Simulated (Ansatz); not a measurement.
**Sn: squeezing one contact**

The task here is to estimate one member of a computed series from the others.

Computed with Ansatz 0.2.0 (DFT PBEsol, with the methods named in each step, unless a step's input says otherwise).

1 further run of the same task is left out (it didn't finish). Runs told in other sessions of the task aren't counted.

## The structure to begin with

It takes space group Fd-3m (No. 227, cubic). Conventional cell: a = 6.467 Å, b = 6.467 Å, c = 6.467 Å, α = 90.00°, β = 90.00°, γ = 90.00°. Sn (site symmetry -43m) is surrounded by 4 Sn at 2.80 Å.

Coordinates:

```cif
data_structure
_symmetry_space_group_name_H-M 'Fd-3m:1'
_symmetry_Int_Tables_number 227
_cell_length_a 6.4667
_cell_length_b 6.4667
_cell_length_c 6.4667
_cell_angle_alpha 90.000
_cell_angle_beta 90.000
_cell_angle_gamma 90.000
_cell_volume 270.42
loop_
_atom_site_label
_atom_site_type_symbol
_atom_site_symmetry_multiplicity
_atom_site_Wyckoff_symbol
_atom_site_fract_x
_atom_site_fract_y
_atom_site_fract_z
_atom_site_occupancy
Sn1 Sn 8 b 0.00000 0.00000 0.50000 1
```

The file gives the conventional cell by its symmetry; the runs use the cell typed in the input.

Atoms are numbered in the order of the input: Sn1, Sn2.

The first run:

The input, input.yaml:

```yaml
crystal:
  lattice:
    - [0.0, 3.2333428, 3.2333428]
    - [3.2333428, 0.0, 3.2333428]
    - [3.2333428, 3.2333428, 0.0]
  atoms:
    - { symbol: Sn, position: [0.0, 0.0, 0.0] }
    - { symbol: Sn, position: [0.25, 0.25, 0.25] }
kpoints:
  mp_grid: { grid: [8, 8, 8] }
scf:
  occupations: { method: fermi_dirac, width: 0.05 }
hamiltonian:
  xc: pbesol
  pseudopotentials: { kind: all_electron, lapw: { basis_error: 0.001 } }
output:
  forces: true
  stress: true
  eigenvalues: true
  populations: true
```

Run with:

```sh
$ ansatz run input.yaml --threads 1 --pin off --max-ram 2048MiB --backend cpu --events-out ev --progress --plain --runs-dir out
```

Steps of the session up to this table: The bond as given, LAPW; Shortest bond scaled by 1, crystal datasets; Shortest bond scaled by 0.82, LAPW; Shortest bond scaled by 0.76, LAPW; Shortest bond scaled by 0.76, crystal datasets; Shortest bond scaled by 0.64, LAPW; Shortest bond scaled by 0.58, LAPW; Shortest bond scaled by 0.58, crystal datasets.

One of the session's tables, all rows but one given; the rest of the session is left out.

| method | length (Å) | force along the bond (eV/Å) | pressure (GPa) | largest force (eV/Å) |
| --- | --- | --- | --- | --- |
| LAPW | 1.624 | 83.903 | 104.88 | 83.903 |
| LAPW | 1.792 | 45.567 | 59.32 | 45.567 |
| LAPW | 2.128 | ? | ? | ? |
| LAPW | 2.296 | 8.103 | 9.25 | 8.103 |
| LAPW | 2.800 | 0.000 | 1.53 | 0.000 |
| PAW | 1.624 | 83.804 | 104.60 | 83.804 |
| PAW | 1.792 | 45.846 | 59.66 | 45.846 |
| PAW | 2.128 | 14.558 | 18.10 | 14.558 |
| PAW | 2.296 | 8.119 | 9.27 | 8.119 |
| PAW | 2.800 | 0.000 | 1.53 | 0.000 |
| PAW (cutoff 800 eV) | 1.624 | 83.723 | 104.49 | 83.723 |
| crystal datasets | 1.624 | 83.909 | 104.89 | 83.909 |
| crystal datasets | 2.128 | 14.526 | 18.05 | 14.526 |
| crystal datasets | 2.800 | 0.000 | 1.53 | 0.000 |

Q: Estimate the row for LAPW, 2.128 from the others.

The run gave: force along the bond (eV/Å): 14.525; pressure (GPa): 18.05; largest force (eV/Å): 14.525. In the column «force along the bond (eV/Å)» it lies between PAW, 2.296 (8.119) and crystal datasets, 2.128 (14.526).

To keep in mind: Warnings in the runs' records: gradients without spin orbit, crystal datasets made.
